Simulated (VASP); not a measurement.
# Ti (Fmmm) in VASP: a series of runs, part 2 of 2

VASP 6.6.1. The steps go on from the part before.

**3. Single point, PBEsol (strain -0.0600 x Voigt [1, -1, 0, 0, 0, 0], atoms carried along)**

Contents of INCAR:

```
SYSTEM = Ti
PREC = Accurate ; ENCUT = 520
EDIFF = 1E-7 ; ISMEAR = 0
SIGMA = 0.15 ; LREAL = .FALSE.
LASPH = .TRUE. ; NELM = 100
ALGO = Fast ; ISIF = 2
LWAVE = .FALSE. ; LCHARG = .FALSE.
GGA = PS ; NBANDS = 12
```

Contents of KPOINTS:

```
regular mesh
0
G
  20 20 20
  0 0 0
```

Contents of POSCAR:

```
Ti
1.0
    0.0000000000      2.1518000000      2.0300000000
    1.9082000000      0.0000000000      2.0300000000
    1.9082000000      2.1518000000      0.0000000000
Ti
1
Direct
    0.0000000000      0.0000000000      0.0000000000
```

Potentials or basis: VASP PAW PBE potentials, release 64 (Ti_sv).

Launch:

```bash
cat potpaw_PBE.64/Ti_sv/POTCAR > POTCAR
mpirun -np 1 vasp_std > vasp.out
```

OUTCAR:

```text
SYSTEM = Ti
   PREC = Accurate
   ENCUT = 520
   EDIFF = 1E-7
   ISMEAR = 0
   LREAL = .FALSE.
   LASPH = .TRUE.
   NELM = 100
   ISIF = 2
   GGA = PS

 ion  position               nearest neighbor table
   1  0.000  0.000  0.000-

  LATTYP: Found a face centered orthorhombic cell.
 ALAT       =     3.8164000000
 B/A-ratio  =     1.0638297872
 C/A-ratio  =     1.1276595745

  Lattice vectors:

 A1 = (   0.0000000000,   2.1518000000,  -2.0300000000)
 A2 = (   1.9082000000,   2.1518000000,   0.0000000000)
[... 542 lines left out ...]
     12      23.6739      0.00000

 [... further k-points ...]

------------------------ aborting loop because EDIFF is reached ----------------------------------------

  FORCE on cell =-STRESS in cart. coord.  units (eV):
  Direction    XX          YY          ZZ          XY          YZ          ZX
  --------------------------------------------------------------------------------------
  -------------------------------------------------------------------------------------
  Total        0.1502956     -0.2062555     -0.0346906      0.0000000      0.0000000      0.0000000
  in kB       14.4445855    -19.8227657     -3.3340413      0.0000000      0.0000000      0.0000000
  external PRESSURE =      -2.9040738 kB  Pullay stress =       0.0000000 kB

 VOLUME and BASIS-vectors are now :
 -----------------------------------------------------------------------------
  energy-cutoff  :      520.00
  volume of cell :       16.67
      direct lattice vectors                 reciprocal lattice vectors
     0.000000000  2.151800000  2.030000000    -0.262027041  0.232363603  0.246305419
     1.908200000  0.000000000  2.030000000     0.262027041 -0.232363603  0.246305419
     1.908200000  2.151800000  0.000000000     0.262027041  0.232363603 -0.246305419

 POSITION                                       TOTAL-FORCE (eV/Angst)
 -----------------------------------------------------------------------------------
      0.00000      0.00000      0.00000         0.000000      0.000000      0.000000
 -----------------------------------------------------------------------------------
    total drift:                               -0.000000     -0.000000     -0.000000

  FREE ENERGIE OF THE ION-ELECTRON SYSTEM (eV)
  ---------------------------------------------------
  free  energy   TOTEN  =        -8.2809049997 eV

  energy  without entropy=       -8.2592421043  energy(sigma->0) =       -8.27007355
```

OSZICAR:

```text
N       E                     dE             d eps       ncg     rms          rms(c)
DAV:   1     0.858523420211E+02    0.85852E+02   -0.65196E+03 28104   0.121E+03
DAV:   2    -0.511952716703E+01   -0.90972E+02   -0.88485E+02 28484   0.297E+02
DAV:   3    -0.928243183491E+01   -0.41629E+01   -0.41184E+01 38476   0.648E+01
[... 17 lines left out ...]
RMM:  21    -0.828090441731E+01   -0.40913E-06   -0.51371E-06 31204   0.101E-02    0.253E-03
RMM:  22    -0.828090460254E+01   -0.18523E-06   -0.29718E-06 31787   0.107E-02    0.274E-03
RMM:  23    -0.828090476553E+01   -0.16299E-06   -0.21497E-06 27548   0.614E-03    0.442E-03
RMM:  24    -0.828090491176E+01   -0.14623E-06   -0.12180E-06 26281   0.522E-03    0.211E-03
RMM:  25    -0.828090499966E+01   -0.87899E-07   -0.84359E-07 23517   0.396E-03
   1 F= -.82809050E+01 E0= -.82700736E+01  d E =-.216629E-01
```

stdout:

```text
POSCAR found type information on POSCAR Ti
 POSCAR found :  1 types and       1 ions
 scaLAPACK will be used
 -----------------------------------------------------------------------------
|                                                                             |
|                                                                             |
|     You enforced a specific xc type in the INCAR file but a different       |
[... 78 lines left out ...]
WARNING in EDDRMM: call to ZHEGV failed, returncode =   6  3      7
WARNING in EDDRMM: call to ZHEGV failed, returncode =   6  3      8
WARNING in EDDRMM: call to ZHEGV failed, returncode =   6  3      9
WARNING in EDDRMM: call to ZHEGV failed, returncode =   6  3      8
WARNING in EDDRMM: call to ZHEGV failed, returncode =   6  3      5
WARNING in EDDRMM: call to ZHEGV failed, returncode =   6  3      7
WARNING in EDDRMM: call to ZHEGV failed, returncode =   8  4     11
```

Wall time 5.1 min (1 thread of AMD EPYC 9R45 (Zen 5), shared host); peak memory 0.3 GiB.

Results:

```yaml
Free_energy: -8.2809 eV
Pressure: -0.3 GPa
Band_gap_on_the_k_mesh: none (metal or under the smearing width)
```

Stress tensor (GPa, compression positive):
```
 1.44  0.00  0.00
 0.00 -1.98  0.00
 0.00  0.00 -0.33
```

Caveat: the PAW data sets were made with another functional, which shifts forces and pressure a little.

**4. Single point, PBEsol (strain +0.0375 x Voigt [1, -1, 0, 0, 0, 0], atoms carried along)**

Contents of INCAR:

```
PREC     = Accurate       # precision mode
ENCUT    = 520            # plane-wave cutoff, eV
EDIFF    = 1E-6           # SCF threshold, eV
ISMEAR   = 0              # smearing method
SIGMA    = 0.15           # smearing width, eV
LREAL    = F              # projectors in reciprocal space
LASPH    = T              # aspherical terms in the spheres
NELM     = 100            # most SCF steps
ALGO     = Fast           # electronic algorithm
ISIF     = 2              # what is computed and relaxed
LWAVE    = F              # write WAVECAR
LCHARG   = T              # write CHGCAR
GGA      = PS             # functional
LELF     = T              # ELF
LVHAR    = T            
NBANDS   = 12             # bands
```

Contents of KPOINTS:

```
regular mesh
0
Gamma
  20 20 20
```

Contents of POSCAR:

```
Ti
1.0
    0.0000000000      1.9538750000      2.0300000000
    2.1061250000      0.0000000000      2.0300000000
    2.1061250000      1.9538750000      0.0000000000
Ti
1
Direct
    0.0000000000      0.0000000000      0.0000000000
```

Launch:

```bash
cat potpaw_PBE.64/Ti_sv/POTCAR > POTCAR
mpirun -np 1 vasp_std > vasp.out
```

Run time: 4.5 min. Hardware: 1 thread of AMD EPYC 9R45 (Zen 5), shared host; peak memory 0.3 GiB.

Results (log left out):

```
Free energy            : -8.2878 eV
Pressure               : -0.4 GPa
Band gap on the k mesh : none (metal or under the smearing width)
```

Stress tensor (GPa, compression positive):
```
-1.59  0.00  0.00
 0.00  0.83  0.00
 0.00  0.00 -0.39
```

Levels at points of the mesh, in eV from the Fermi level:
```csv
k point,band 4,band 5,band 6,band 7,band 8,band 9
"(0.00, 0.00, 0.00)",-32.30,-6.17,0.61,0.94,1.23,2.29
"(0.50, 0.00, 0.00)",-32.37,-2.67,0.49,0.77,1.09,3.65
"(0.50, 0.50, 0.00)",-32.52,-2.71,-1.76,3.03,3.70,3.82
"(0.50, 0.00, 0.50)",-32.59,-2.69,-1.89,3.73,3.78,3.95
"(0.00, 0.50, 0.50)",-32.50,-2.73,-1.72,2.36,3.77,3.95
```

Caveat: the PAW data sets were made with another functional, which shifts forces and pressure a little.

**5. Single point, PBEsol (strain +0.0150 x Voigt [1, -1, 0, 0, 0, 0], atoms carried along)**

Contents of INCAR:

```
PREC = Accurate
ENCUT = 520
EDIFF = 1E-6
ISMEAR = 0
SIGMA = 0.15
LREAL = F
LASPH = T
NELM = 100
ALGO = Fast
ISIF = 2
LWAVE = F
LCHARG = T
GGA = PS
LELF = T
LVHAR = T
NBANDS = 12
```

KPOINTS is that of step 4.

Contents of POSCAR:

```
Ti
1.0
    0.0000000000      1.9995500000      2.0300000000
    2.0604500000      0.0000000000      2.0300000000
    2.0604500000      1.9995500000      0.0000000000
Ti
1
Direct
    0.0000000000      0.0000000000      0.0000000000
```

Launch:

```bash
cat potpaw_PBE.64/Ti_sv/POTCAR > POTCAR
mpirun -np 1 vasp_std > vasp.out
```

It took 4.6 min on 1 thread of AMD EPYC 9R45 (Zen 5), shared host; peak memory 0.29 GiB.

It converged, with:

| Property | Result |
| --- | --- |
| Free energy | -8.2919 eV |
| Pressure | -0.5 GPa |
| Band gap on the k mesh | none (metal or under the smearing width) |

Stress tensor (GPa, compression positive):
```
-1.08  0.00  0.00
 0.00 -0.02  0.00
 0.00  0.00 -0.55
```

Levels at points of the mesh, in eV from the Fermi level:
```csv
k point,band 4,band 5,band 6,band 7,band 8,band 9
"(0.00, 0.00, 0.00)",-32.32,-6.18,0.78,0.91,1.03,2.48
"(0.50, 0.00, 0.00)",-32.40,-2.68,0.65,0.74,0.89,3.71
"(0.50, 0.50, 0.00)",-32.57,-2.72,-1.81,3.01,3.73,3.96
"(0.50, 0.00, 0.50)",-32.60,-2.71,-1.85,3.31,3.73,4.01
"(0.00, 0.50, 0.50)",-32.56,-2.72,-1.78,2.74,3.75,4.01
```

Caveat: the PAW data sets were made with another functional, which shifts forces and pressure a little.

**6. Overview**

```csv
cell,further INCAR settings,gap on the mesh (eV),pressure (GPa)
"strain +0.0225 x Voigt [1, -1, 0, 0, 0, 0], atoms carried along",ALGO = Fast; EDIFF = 1e-06; NBANDS = 12,none,-0.5
"strain -0.0600 x Voigt [1, -1, 0, 0, 0, 0], atoms carried along",ALGO = Fast; EDIFF = 1e-07; NBANDS = 12,none,-0.3
"strain +0.0375 x Voigt [1, -1, 0, 0, 0, 0], atoms carried along",ALGO = Fast; EDIFF = 1e-06; NBANDS = 12,none,-0.4
"strain +0.0150 x Voigt [1, -1, 0, 0, 0, 0], atoms carried along",ALGO = Fast; EDIFF = 1e-06; NBANDS = 12,none,-0.5
```

Alike in all rows: task single point; level PBEsol; potentials or basis VASP PAW PBE potentials, release 64 (Ti_sv); no spin polarisation; k mesh 20 × 20 × 20; cutoff (eV) 520; smearing gaussian 0.15 eV.

Caveats: the PAW data sets were made with another functional, which shifts forces and pressure a little.

Absolute energies hang on the potentials; compare differences alone.
